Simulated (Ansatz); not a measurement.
**BaTiO₃: frozen-core PAW against all-electron methods**

```
CELL_PARAMETERS angstrom
3.98410 0.00000 0.00000
0.00000 2.83705 2.81734
0.00000 -2.83705 2.81734
ATOMIC_POSITIONS crystal
Ba 0.00000 0.00000 0.00000
Ti 0.50000 0.50790 0.50790
O 0.00000 0.49210 0.49210
O 0.50000 0.50251 0.99371
O 0.50000 0.99371 0.50251
```

Atoms are numbered in the order listed.

The conventional cell has a = 3.984 Å, b = 5.674 Å, c = 5.635 Å, α = 90.00°, β = 90.00°, γ = 90.00°. Ba (atom 1) has 12 O at 2.77 to 2.86 Å as nearest neighbours. Around Ti (atom 2) lie 6 O at 1.94 to 2.06 Å. Around O (atom 3) lie 2 Ti at 1.99 Å. Around O (atom 4) lie 2 Ti at 1.94 to 2.06 Å.

The cell comes from COD entry 9016084, which wasn't checked; take it as a given geometry. The listed cell was then made from it by scaling, straining or moving an atom.

No spin–orbit coupling, which matters for the heavy atoms here.

All numbers are computed: DFT, PBEsol, PAW with Ansatz's default frozen-core files, scalar-relativistic (Ansatz 0.2.0); DFT, PBEsol, all-electron PAW with datasets made for the crystal, scalar-relativistic (Ansatz 0.2.0); DFT, PBEsol, all-electron LAPW, scalar-relativistic (Ansatz 0.2.0).

For PAW: a Γ-centred 8×8×8 k mesh, Fermi–Dirac smearing of 0.05 eV, cutoff 420 eV, no spin polarisation; the PAW files were made with PBE, and the program remakes their frozen cores for this functional. The crystal-made all-electron datasets (AE datasets) take a cutoff of 560 eV at this cell. LAPW targets a basis error of 1 meV/atom. The Ansatz runs share mesh, smearing and spin set-up. Plane-wave (PAW) pressures include the program's estimate of the Pulay term.

Stress and pressure are positive in compression.

| quantity | PAW | AE datasets | LAPW |
| --- | --- | --- | --- |
| pressure (GPa) | -2.70 | -2.69 | -2.69 |
| stress xx (GPa) | -2.66 | -2.65 | -2.65 |
| stress yy (GPa) | -3.58 | -3.57 | -3.57 |
| stress zz (GPa) | -1.87 | -1.86 | -1.86 |
| force on Ba1, z (eV/Å) | 0.086 | 0.086 | 0.086 |
| force on Ti2, z (eV/Å) | 0.164 | 0.168 | 0.168 |
| force on O3, z (eV/Å) | 0.099 | 0.099 | 0.099 |
| force on O4, z (eV/Å) | -0.174 | -0.176 | -0.176 |
| band gap (eV) | 1.840 | 1.835 | 1.835 |
